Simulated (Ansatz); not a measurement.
The system is Sr.

```
Sr
1.0
     0.00000    3.04235    3.04235
     3.04235    0.00000    3.04235
     3.04235    3.04235    0.00000
Sr
1
Cartesian
  0.0000 0.0000 0.0000
```

- Program: Ansatz 0.2.0
- Task: relaxation of cell and atoms
- Functional: PBEsol
- Potentials or basis: all-electron LAPW, scalar-relativistic
- Basis error allowed: 0.001 eV/atom
- k mesh: 8 × 8 × 8
- Occupations: fermi-dirac, width 0.05 eV
- Spin: no spin polarisation

At the start: volume 56.32 Å³/atom.

**Question.** Where does the relaxation end?

**Answer.** Over 5 steps the energy falls by 13.4 meV/atom and the volume is 51.86 Å³/atom (-7.9 %); space group Fm-3m (No. 225, to 0.05 Å).

Step by step:
```tsv
step	energy change (eV)	largest force (eV/Å)	volume (Å³)
1	0.0000	0.0000	56.32
2	-0.0068	0.0000	54.92
3	-0.0133	0.0000	51.50
4	-0.0134	0.0000	51.86
5	-0.0134	0.0000	51.86
```

Final structure:
```
CELL_PARAMETERS angstrom
0.00000 2.95987 2.95987
2.95987 0.00000 2.95987
2.95987 2.95987 0.00000
ATOMIC_POSITIONS crystal
Sr 0.00000 0.00000 0.00000
```
